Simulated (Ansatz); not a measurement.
**Squeezing and stretching CdS**

Reference cell: a structure deposited in the COD whose atoms were relaxed with PBE, the cell held.

```cif
data_structure
_symmetry_space_group_name_H-M 'P 1'
_symmetry_Int_Tables_number 1
_cell_length_a 4.1500
_cell_length_b 4.1500
_cell_length_c 6.7370
_cell_angle_alpha 90.000
_cell_angle_beta 90.000
_cell_angle_gamma 120.000
_cell_volume 100.48
loop_
_atom_site_label
_atom_site_type_symbol
_atom_site_fract_x
_atom_site_fract_y
_atom_site_fract_z
_atom_site_occupancy
Cd1 Cd 0.33333 0.66667 0.99897 1
Cd2 Cd 0.66667 0.33333 0.49897 1
S3 S 0.33333 0.66667 0.37603 1
S4 S 0.66667 0.33333 0.87603 1
```

Atom numbers follow the list; atoms alike are taken as one site, whose name carries the number of the first.

Method: Kohn–Sham DFT in Ansatz, PBE, plane waves and PAW, scalar-relativistic, 420 eV cutoff, Γ-centred 12×12×7 k-points, Fermi–Dirac smearing 0.02 eV.

The cell is scaled uniformly, and the ions relax again at each size.

| V/V₀ | pressure (GPa) | gap on the k-mesh (eV) |
| --- | --- | --- |
| 0.94 | 6.5 | 1.34 |
| 0.96 | ? | ? |
| 0.98 | 3.4 | 1.25 |
| 1.00 | 2.1 | 1.20 |
| 1.02 | 0.9 | 1.15 |
| 1.04 | -0.2 | 1.11 |
| 1.06 | -1.1 | 1.06 |

(1) Estimate the row at V/V₀ = 0.96, the equilibrium volume and the bulk modulus.

Answers

(1) pressure (GPa): 4.9; gap on the k-mesh (eV): 1.29. Worked: a parabola in ln(V/V₀) through the other 6 rows gives 4.9 GPa there. It crosses zero pressure at V/V₀ = 1.036, the equilibrium volume of this functional, where the bulk modulus is B = −dP/d ln V = 53 GPa. The shape of the cell is held, so in this non-cubic crystal both values are those of uniform scaling, and B is an upper bound to the hydrostatic one. The gap falls as the cell grows, by 0.023 eV per per cent of volume.

PBE gaps are too small, by a third to a half in many semiconductors; their changes with volume are better.
